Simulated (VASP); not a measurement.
# MgSe: equation of state with PBE

Crystal: MgSe.

```
Se Mg
1.0
     0.00000    2.72550    2.72550
     2.72550    0.00000    2.72550
     2.72550    2.72550    0.00000
Se Mg
1 1
Cartesian
  2.7255 2.7255 2.7255
  0.0000 0.0000 0.0000
```

- Program: VASP 6.6.1
- Task: equation of state
- Functional: PBE
- Potentials or basis: VASP PAW PBE potentials, release 64 (Se, Mg)
- Cutoff: 520 eV
- k mesh: 8 × 8 × 8
- Occupations: fermi-dirac, width 0.05 eV
- Spin: no spin polarisation
- Further INCAR settings: ALGO = Normal; EDIFF = 1e-07; NBANDS = 11

- Equilibrium volume: 20.85 Å³/atom
- Bulk modulus: 61 GPa
- Pressure derivative of the bulk modulus: 4.1

Energy against volume, from the lowest point:
```csv
volume (Å³/atom),energy (meV/atom)
19.031,34.99
19.436,20.24
19.841,9.76
20.246,3.13
20.651,0.00
21.056,0.02
21.461,2.90
```

All runs of the series together: 2.3 min on 1 thread of AMD EPYC 7R43 64-Core Processor (Zen 3), with other jobs on the host.

PBE usually gives volumes a little too large and moduli too small. Zero-point motion and thermal expansion aren't in these numbers.
